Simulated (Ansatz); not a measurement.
Runs of Ansatz 0.2.0 on Au. The typed cell holds 2 atoms: a = 2.815 Å, b = 2.820 Å, c = 5.191 Å, α = 103.14°, β = 102.66°, γ = 90.26°. This isn't the form of Au at room conditions, which is fcc.

```tsv
level	potentials or basis	spin	k mesh	pressure (GPa)	largest force (eV/Å)
PBEsol	all-electron LAPW, relativistic spinors	SOC, no magnetisation	8 × 8 × 4	(a)	0.17
LDA	all-electron LAPW, scalar-relativistic	off	10 × 10 × 6	-11.8	0.15
PBEsol	all-electron LAPW, scalar-relativistic	off	8 × 8 × 4	(b)	0.15
PBEsol	all-electron LAPW, scalar-relativistic	off	10 × 10 × 6	-8.0	0.13
```

Alike in all rows: task band structure; cell as given; cutoff (eV) 280; smearing fermi-dirac 0.05 eV; basis error allowed 0.001 eV/atom.

Question: Fill in the values left out.

Answer: (a) -9.6; (b) -8.3.

Caveats: the k mesh is thin for a metal, which can move the energy by tens of meV per atom (some runs).

Not every run made on this cell is shown here.
